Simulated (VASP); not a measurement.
Set up this calculation in VASP 6.6.1, as the native input.

- Task: single point
- Functional: HSE06
- Potentials or basis: VASP PAW PBE potentials, release 64 (K_sv, F)
- Cutoff: 520 eV
- k mesh: 6 × 6 × 6
- Occupations: gaussian, width 0.02 eV
- Spin: no spin polarisation
- Grid for exact exchange (PRECFOCK): Fast
- Screening parameter: 0.2 1/A
- Further INCAR settings: ALGO = Normal; EDIFF = 1e-06; NBANDS = 15

The system is KF.

```xyz
2
Lattice="0.0000 2.6544 2.6544 2.6544 0.0000 2.6544 2.6544 2.6544 0.0000" Properties=species:S:1:pos:R:3 pbc="T T T"
K     0.0000    0.0000    0.0000
F     2.6544    2.6544    2.6544
```

The cell is a database's computed one.

One way to write it, as run:

POSCAR

```
KF
1.0
    0.0000000000      2.6544100000      2.6544100000
    2.6544100000      0.0000000000      2.6544100000
    2.6544100000      2.6544100000      0.0000000000
K F
1 1
Direct
    0.0000000000      0.0000000000      0.0000000000
    0.5000000000      0.5000000000      0.5000000000
```

INCAR.step1

```
  PREC = Accurate
  ENCUT = 520
  EDIFF = 1E-5
  ISMEAR = 0
  SIGMA = 0.02
  LREAL = False
  LASPH = True
  NELM = 100
  ALGO = Normal
  ISIF = 2
  LWAVE = True
  LCHARG = False
  NBANDS = 15
  GGA = PE
```

INCAR.step2

```
  PREC = Accurate
  ENCUT = 520
  EDIFF = 1E-6
  ISMEAR = 0
  SIGMA = 0.02
  LREAL = False
  LASPH = True
  NELM = 100
  ALGO = Normal
  ISIF = 2
  LWAVE = False
  LCHARG = False
  GGA = PE
  LHFCALC = True
  HFSCREEN = 0.2
  PRECFOCK = Fast
  NBANDS = 15
  ISTART = 1
```

KPOINTS

```
regular mesh
0
Gamma
  6 6 6
```

Potentials or basis: VASP PAW PBE potentials, release 64 (K_sv, F).

Run with:

```console
$ cat potpaw_PBE.64/K_sv/POTCAR potpaw_PBE.64/F/POTCAR > POTCAR
$ cp INCAR.step1 INCAR
$ mpirun -np 1 vasp_std > vasp.out
$ cp INCAR.step2 INCAR
$ mpirun -np 1 vasp_std > vasp.out
```

It gave:

| Quantity | Value |
| --- | --- |
| Pressure | 1.3 GPa |
| Band gap on the k mesh | 8.30 eV, direct |

Caveat: the PAW data sets were made with another functional, which shifts forces and pressure a little.

Run time: 6.7 min on 1 thread of Intel(R) Xeon(R) Platinum 8488C (Sapphire Rapids) (shared host), peak memory 0.27 GiB.
